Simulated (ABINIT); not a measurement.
**MgB2: single point with LDA**

MgB2:

```xyz
3
Lattice="3.0850 0.0000 0.0000 -1.5425 2.6717 0.0000 0.0000 0.0000 3.5230" Properties=species:S:1:pos:R:3 pbc="T T T"
Mg    0.0000    0.0000    0.0000
B     1.5425    0.8906    1.7615
B     0.0000    1.7811    1.7615
```

```
Program             : ABINIT 10.8.3 (patched build)
Task                : single point
Functional          : LDA
Potentials or basis : PseudoDojo NC SR LDA v0.4.1 standard
Cutoff              : 1088 eV
k mesh              : 8 × 8 × 6
Occupations         : fermi-dirac, width 0.05 eV
Spin                : no spin polarisation
```

```json
{
  "Pressure": "-7.4 GPa",
  "Band gap on the k mesh": "none (metal or under the smearing width)",
  "Valence electrons inside the program's atomic spheres": "Mg 8.37; B 2.64"
}
```

Stress tensor (GPa, compression positive):
```
-7.44  0.00  0.00
 0.00 -7.44  0.00
 0.00  0.00 -7.29
```

Levels at points of the mesh, in eV from the Fermi level:
```csv
k point,band 4,band 5,band 6,band 7,band 8,band 9,band 10,band 11,band 12
"(0.00, 0.00, 0.00)",-41.97,-12.30,-2.92,0.36,0.36,1.66,6.28,6.28,8.20
"(0.50, 0.00, 0.00)",-41.96,-8.39,-7.77,-2.17,0.23,3.06,3.94,5.31,6.98
"(0.00, 0.00, 0.50)",-41.98,-10.98,-7.42,0.73,0.73,6.65,6.65,7.88,9.86
"(0.50, 0.00, 0.50)",-41.97,-7.41,-6.84,-3.54,-1.88,-1.32,5.77,8.59,8.83
```

It took 18 s on 1 thread of Intel(R) Xeon(R) 6975P-C (Granite Rapids), with other jobs on the host, peak memory 0.08 GiB.
